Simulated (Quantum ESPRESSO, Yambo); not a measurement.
An input for Yambo 5.3.0 (BP (F-43m)):

```
HF_and_locXC
gw0
dyson
ppa
em1d
rim_cut
RandQpts= 1000000
RandGvec= 1 RL
EXXRLvcs= 68 Ry
VXCRLvcs= 272 Ry
Chimod= "HARTREE"
% BndsRnXp
 1 | 61 |
%
NGsBlkXp= 13 Ry
% LongDrXp
 1 | 1 | 1 |
%
% GbndRnge
 1 | 61 |
%
DysSolver= "n"
ExtendOut
PPAPntXp= 50 eV
% QPkrange
 1 | 1 | 3 | 6 |
 18 | 18 | 3 | 6 |
%
```

```sh
OMP_NUM_THREADS=1 mpirun -n 4 yambo -F gw4.in -J gw4 -C gw4 > gw4.log
```

The stored states that it reads are on a 8×8×8 mesh. The structure is cubic, space group F-43m (No. 216). The conventional cell has a = 4.538 Å, b = 4.538 Å, c = 4.538 Å, α = 90.00°, β = 90.00°, γ = 90.00°. B has 4 P at 1.97 Å nearest. P has 4 B at 1.97 Å nearest. Farther neighbours are not listed.

Q: Estimate wall time and host memory on 4 MPI ranks of Arm Neoverse V1, shared host.

It took 3.7 min; on shared hardware allow 1.9 min to 7.4 min. Peak host memory was 1.4 GiB.

The screening grows as filled bands × empty bands × pairs of k points, times the square of the screening basis for the matrix.

[Paths, hosts, dates, memory and timing lines, banners, echoed tables and standing remarks are left out of the program output.]

[Logs are printed without paths, hosts, clocks, repeated set-up lines and the standing remarks that a program may print on its own settings, such as how far it seeks lower states.]

[Runs of the session that timed out or met a known fault of the program may be left out.]

[Hosts, paths, dates, database ids (printed as entryN), source tags and the programs' standing remarks are cut or masked in the printed files.]
